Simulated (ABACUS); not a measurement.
# BeTe (F-43m) in ABACUS: band structure with PBE

Aim: the band structure of BeTe with PBE.

All numbers are computed with ABACUS 3.10.1; they aren't measurements. Logs are shortened: lines on timing, memory, paths and dates and some standing lists are left out, and cuts for length are marked.

### 1 The crystal as given

The structure is cubic, space group F-43m (No. 216). The conventional cell has a = 5.540 Å, b = 5.540 Å, c = 5.540 Å, α = 90.00°, β = 90.00°, γ = 90.00°. Te (site symmetry -43m) has 4 Be at 2.40 Å as nearest neighbours. Around Be (site symmetry -43m) lie 4 Te at 2.40 Å.

### 2 Band structure, PBE

INPUT reads:

```
INPUT_PARAMETERS
suffix              BeTe
calculation         nscf
basis_type          lcao
pseudo_dir          ./
orbital_dir         ./
symmetry            -1
dft_functional      pbe
ecutwfc             100.0
pseudo_rcut         10
nspin               1
nbands              20
ks_solver           genelpa
smearing_method     fd
smearing_sigma      0.00367493
scf_thr             1e-07
scf_nmax            100
mixing_type         broyden
mixing_beta         0.7
init_chg            file
out_band            1
```

STRU reads:

```
ATOMIC_SPECIES
Te 127.6000 Te.upf
Be 9.0122 Be.upf

NUMERICAL_ORBITAL
Te_confined-atom_8au_3s3p3d1f.orb
Be_confined-atom_7au_4s2p1d.orb

LATTICE_CONSTANT
1.8897261246

LATTICE_VECTORS
0.0000000000 2.7700000000 2.7700000000
2.7700000000 0.0000000000 2.7700000000
2.7700000000 2.7700000000 0.0000000000

ATOMIC_POSITIONS
Direct

Te
0.0
1
0.2500000000 0.2500000000 0.2500000000 1 1 1

Be
0.0
1
0.0000000000 0.0000000000 0.0000000000 1 1 1
```

KPT reads:

```
K_POINTS
12
Line
0.00000000 0.00000000 0.00000000 10 // G
0.50000000 0.00000000 0.50000000 10 // X
0.50000000 0.25000000 0.75000000 10 // W
0.37500000 0.37500000 0.75000000 10 // K
0.00000000 0.00000000 0.00000000 10 // G
0.50000000 0.50000000 0.50000000 10 // L
0.62500000 0.25000000 0.62500000 10 // U
0.50000000 0.25000000 0.75000000 10 // W
0.50000000 0.50000000 0.50000000 10 // L
0.37500000 0.37500000 0.75000000 1 // K
0.62500000 0.25000000 0.62500000 10 // U
0.50000000 0.00000000 0.50000000 1 // X
```

Potentials or basis: PseudoDojo NC SR 0.4.1 PBE standard, TZDP LCAO (the cutoffs set its grid).

Launch:

```sh
OMP_NUM_THREADS=1 mpirun -np 4 abacus > log
```

running log:

```text
ABACUS v3.10.1

               Atomic-orbital Based Ab-initio Computation at UStc

 ------------------------------------------------------------------------------------

 READING GENERAL INFORMATION
                           global_out_dir = OUT.BeTe/
                           global_in_card = INPUT
                               pseudo_dir = ./
[... 8 lines left out ...]

 READING ATOM TYPE 1
                               atom label = Te
                      L=0, number of zeta = 3
                      L=1, number of zeta = 3
                      L=2, number of zeta = 3
                      L=3, number of zeta = 1
             number of atom for this type = 1

 READING ATOM TYPE 2
                               atom label = Be
                      L=0, number of zeta = 4
                      L=1, number of zeta = 2
                      L=2, number of zeta = 1
             number of atom for this type = 1

                        TOTAL ATOM NUMBER = 2
DIRECT COORDINATES
    atom                   x                   y                   z     mag                  vx                  vy                  vz
taud_Te1            0.2500000000        0.2500000000        0.2500000000  0.0000        0.0000000000        0.0000000000        0.0000000000
taud_Be1            0.0000000000        0.0000000000        0.0000000000  0.0000        0.0000000000        0.0000000000        0.0000000000

                          Volume (Bohr^3) = 286.857
                             Volume (A^3) = 42.5078

 Lattice vectors: (Cartesian coordinate: in unit of a_0)
                   +0               +2.77               +2.77
                +2.77                  +0               +2.77
                +2.77               +2.77                  +0
 Reciprocal vectors: (Cartesian coordinate: in unit of 2 pi/a_0)
            -0.180505           +0.180505           +0.180505
            +0.180505           -0.180505           +0.180505
            +0.180505           +0.180505           -0.180505
 The esolver type has been set to : ksdft_lcao

                PAO radial cut off (Bohr) = 10

 Read in pseudopotential file is Te.upf
                     pseudopotential type = NC
          exchange-correlation functional = PBE
                 nonlocal core correction = 1
                        valence electrons = 16
                                     lmax = 2
                           number of zeta = 3
                     number of projectors = 6
                           L of projector = 0
[... 5 lines left out ...]
                PAO radial cut off (Bohr) = 10

 Read in pseudopotential file is Be.upf
                     pseudopotential type = NC
          exchange-correlation functional = PBE
                 nonlocal core correction = 0
                        valence electrons = 4
                                     lmax = 1
                           number of zeta = 2
                     number of projectors = 4
                           L of projector = 0
                           L of projector = 0
                           L of projector = 1
                           L of projector = 1
     initial pseudo atomic orbital number = 11

 SETUP THE ELECTRONS NUMBER
            electron number of element Te = 16
      total electron number of element Te = 16
            electron number of element Be = 4
      total electron number of element Be = 4
            AUTOSET number of electrons:  = 20
                           occupied bands = 10
                                   NLOCAL = 49
                                   NBANDS = 20
                                   NBANDS = 20
                                   NLOCAL = 49

%%%%%%%%%%%%%%%%%%%%%%%%%%%%%%%%%%%%%%%%%%%%%%%%%%%%%%%%%%%%%%%%%%%%%%%%%%%%%%%%%%%%%%%%%%%%%%%%%%%%%%%%%%
 Warning: the number of valence electrons in pseudopotential > 6 for Te: [Kr] 4d10 5s2 5p4
 Warning: the number of valence electrons in pseudopotential > 2 for Be: [He] 2s2
 Pseudopotentials with additional electrons can yield (more) accurate outcomes, but may be less efficient.
 If you're confident that your chosen pseudopotential is appropriate, you can safely ignore this warning.
%%%%%%%%%%%%%%%%%%%%%%%%%%%%%%%%%%%%%%%%%%%%%%%%%%%%%%%%%%%%%%%%%%%%%%%%%%%%%%%%%%%%%%%%%%%%%%%%%%%%%%%%%%

 SETUP THE PLANE WAVE BASIS
 energy cutoff for charge/potential (unit:Ry) = 400
            fft grid for charge/potential = [ 48, 48, 48 ]
                        fft grid division = [ 4, 4, 4 ]
        big fft grid for charge/potential = [ 12, 12, 12 ]
                                     nbxx = 432
                                     nrxx = 27648

 SETUP PLANE WAVES FOR CHARGE/POTENTIAL
                    number of plane waves = 38781
                         number of sticks = 1507

 PARALLEL PW FOR CHARGE/POTENTIAL
     PROC   COLUMNS(POT)             PW
        1            377           9697
        2            376           9693
        3            377           9695
        4            377           9696
 --------------- sum -------------------
        4           1507          38781
                            number of |g| = 372
                                  max |g| = 36.1011
                                  min |g| = 0.0977466

----------- Double Check Mixing Parameters Begin ------------
mixing_type: broyden
mixing_beta: 0.7
mixing_gg0: 1
mixing_gg0_min: 0.1
mixing_ndim: 8
----------- Double Check Mixing Parameters End ------------

 SETUP K-POINTS
                                    nspin = 1
                                   nkstot = 102
K-POINTS DIRECT COORDINATES
 KPOINTS    DIRECT_X    DIRECT_Y    DIRECT_Z  WEIGHT
       1  0.00000000  0.00000000  0.00000000  1.0000
       2  0.05000000  0.00000000  0.05000000  1.0000
       3  0.10000000  0.00000000  0.10000000  1.0000
       4  0.15000000  0.00000000  0.15000000  1.0000
       5  0.20000000  0.00000000  0.20000000  1.0000
       6  0.25000000  0.00000000  0.25000000  1.0000
[... 22 lines left out ...]
      29  0.40000000  0.35000000  0.75000000  1.0000
      30  0.38750000  0.36250000  0.75000000  1.0000
[... 72 further k points ...]

           k-point number in this process = 102
       minimum distributed K point number = 102

[... K-POINTS CARTESIAN COORDINATES: 102 rows ...]

[... K-POINTS DIRECT COORDINATES: 102 rows ...]

 SETUP PLANE WAVES FOR WAVE FUNCTIONS
     energy cutoff for wavefunc (unit:Ry) = 100
              fft grid for wave functions = [ 48, 48, 48 ]
                    number of plane waves = 5961
                         number of sticks = 433

 PARALLEL PW FOR WAVE FUNCTIONS
     PROC   COLUMNS(POT)             PW
        1            109           1492
        2            108           1489
        3            108           1489
        4            108           1491
 --------------- sum -------------------
        4            433           5961

 SET NONLOCAL PSEUDOPOTENTIAL PROJECTORS
 SET NONLOCAL PSEUDOPOTENTIAL PROJECTORS
 max number of nonlocal projetors among all species is 6

 -------------------------------------------
 NONSELF-CONSISTENT
 -------------------------------------------

 SETUP SEARCHING RADIUS FOR PROGRAM TO SEARCH ADJACENT ATOMS
                  longest orb rcut (Bohr) = 8
   longest nonlocal projector rcut (Bohr) = 2.3
                     search radius (Bohr) = 20.6
              searching radius is (Bohr)) = 20.6
         searching radius unit is (Bohr)) = 1.89
                         PeriodicBoundary = 1
                        Radius(unit:lat0) = 10.9
                                   glayer = [ 5, 5, 5 ]
                             glayer_minus = [ 4, 4, 4 ]

Find the coordinate range of the input atom(unit:lat0).
                                  min_tau = [ -22.2, -22.2, -22.2 ]
                                  max_tau = [ 23.5, 23.5, 23.5 ]
                                BoxNumber = [ 9, 9, 9 ]

 SETUP EXTENDED REAL SPACE GRID FOR GRID INTEGRATION
                          real space grid = [ 48, 48, 48 ]
                 big cell numbers in grid = [ 12, 12, 12 ]
             meshcell numbers in big cell = [ 4, 4, 4 ]
                        extended fft grid = [ 16, 16, 16 ]
                dimension of extened grid = [ 45, 45, 45 ]
                            UnitCellTotal = 125
              Atom number in sub-FFT-grid = 2
    Local orbitals number in sub-FFT-grid = 49
                                ParaV.nnr = 46383
                                 init_chg = file
 try to read charge from file
 Read in the charge density: OUT.BeTe//BeTe-CHARGE-DENSITY.restart

 LCAO ALGORITHM --------------- ION=   1  ELEC=   1--------------------------------
[... levels at 102 k points of this process ...]

 Density error is 0.00000000000
----------------------------------------------------------
     Energy           Rydberg                 eV
----------------------------------------------------------
 E_KohnSham     -237.6923142422      -3233.9698445002
 E_KS(sigma->0) -237.6923142421      -3233.9698444994
 E_Harris       -237.6923142422      -3233.9698445002
 E_band         -32.0911242259       -436.6221446980
 E_one_elec     -113.5515830876      -1544.9485469118
 E_Hartree      58.9566596650        802.1465064905
 E_xc           -54.1720281018       -737.0482544009
 E_Ewald        -128.9253627176      -1754.1195496764
 E_entropy(-TS) -0.0000000001        -0.0000000016
 E_descf        0.0000000000         0.0000000000
 E_exx          0.0000000000         0.0000000000
 E_Fermi        0.6905045330         9.3947961431
----------------------------------------------------------

 charge density convergence is achieved
 final etot is -3233.9698445 eV
 EFERMI = 9.3947961431 eV

 STATE ENERGY(eV) AND OCCUPATIONS    NSPIN == 1
 1/102 kpoint (Cartesian) = 0.0000 0.0000 0.0000 (1227 pws)
       1       -91.9024      0.0196078
       2       -27.9506      0.0196078
       3       -27.9506      0.0196078
       4       -27.9506      0.0196078
       5       -27.9331      0.0196078
       6       -27.9331      0.0196078
[... 12 lines left out ...]
      19        20.5670        0.00000
      20        20.5670        0.00000

 2/102 kpoint (Cartesian) = 0.0000 0.018051 0.0000 (1221 pws)
       1       -91.9024      0.0196078
       2       -27.9507      0.0196078
       3       -27.9504      0.0196078
       4       -27.9504      0.0196078
       5       -27.9331      0.0196078
       6       -27.9330      0.0196078
[... 12 lines left out ...]
      19        20.6619        0.00000
      20        21.2123        0.00000

 3/102 kpoint (Cartesian) = 0.0000 0.036101 0.0000 (1213 pws)
       1       -91.9024      0.0196078
       2       -27.9508      0.0196078
       3       -27.9499      0.0196078
       4       -27.9499      0.0196078
       5       -27.9333      0.0196078
       6       -27.9327      0.0196078
[... 12 lines left out ...]
      19        20.9527        0.00000
      20        22.1579        0.00000

 4/102 kpoint (Cartesian) = 0.0000 0.054152 0.0000 (1212 pws)
       1       -91.9024      0.0196078
       2       -27.9510      0.0196078
       3       -27.9490      0.0196078
       4       -27.9490      0.0196078
       5       -27.9336      0.0196078
       6       -27.9324      0.0196078
[... 12 lines left out ...]
      19        21.4569        0.00000
      20        23.0194        0.00000

 5/102 kpoint (Cartesian) = 0.0000 0.072202 0.0000 (1215 pws)
       1       -91.9024      0.0196078
       2       -27.9512      0.0196078
       3       -27.9478      0.0196078
       4       -27.9478      0.0196078
       5       -27.9339      0.0196078
       6       -27.9319      0.0196078
[... 12 lines left out ...]
      19        22.1969        0.00000
      20        23.8474        0.00000

 6/102 kpoint (Cartesian) = 0.0000 0.090253 0.0000 (1213 pws)
       1       -91.9024      0.0196078
       2       -27.9515      0.0196078
       3       -27.9466      0.0196078
       4       -27.9466      0.0196078
       5       -27.9343      0.0196078
       6       -27.9314      0.0196078
[... 12 lines left out ...]
      19        23.1817        0.00000
      20        24.7200        0.00000

[... levels at 96 further k points ...]

 --------------------------------------------
 !FINAL_ETOT_IS -3233.969844500179 eV
 --------------------------------------------

 Output bands in file: OUT.BeTe/BANDS_1.dat
```

Wall time 0.82 s (4 MPI ranks of Intel Xeon 6975P-C (Granite Rapids), shared host); peak memory 0.44 GiB.

What came out:

```
Band gap along the path : 1.87 eV, indirect (least direct gap 3.61 eV)
```

Levels at the corners of the path, in eV from the Fermi level:
| point | band 8 | band 9 | band 10 | band 11 | band 12 | band 13 |
| --- | --- | --- | --- | --- | --- | --- |
| Γ | -0.93 | -0.93 | -0.93 | 2.68 | 2.68 | 2.68 |
| X | -6.31 | -3.75 | -3.75 | 0.95 | 1.70 | 9.24 |
| W | -5.73 | -4.88 | -4.37 | 4.44 | 4.68 | 4.83 |
| K | -5.93 | -5.08 | -3.32 | 1.74 | 4.45 | 7.25 |
| Γ | -0.93 | -0.93 | -0.93 | 2.68 | 2.68 | 2.68 |
| L | -6.79 | -2.14 | -2.14 | 2.31 | 3.68 | 3.68 |
| U | -5.93 | -5.08 | -3.32 | 1.74 | 4.45 | 7.25 |
| W | -5.73 | -4.88 | -4.37 | 4.44 | 4.68 | 4.83 |
| L | -6.79 | -2.14 | -2.14 | 2.31 | 3.68 | 3.68 |
| K | -5.93 | -5.08 | -3.32 | 1.74 | 4.45 | 7.25 |
| U | -5.93 | -5.08 | -3.32 | 1.74 | 4.45 | 7.25 |
| X | -6.31 | -3.75 | -3.75 | 0.95 | 1.70 | 9.24 |

Caveat: the atomic orbitals were generated for these runs and aren't a published set; the density is read from an earlier self-consistent run, whose mesh may be coarse; spin-orbit coupling is left out, which moves the levels of the heavy elements; the basis of atomic orbitals isn't converged, which shifts pressures, moduli and gaps.
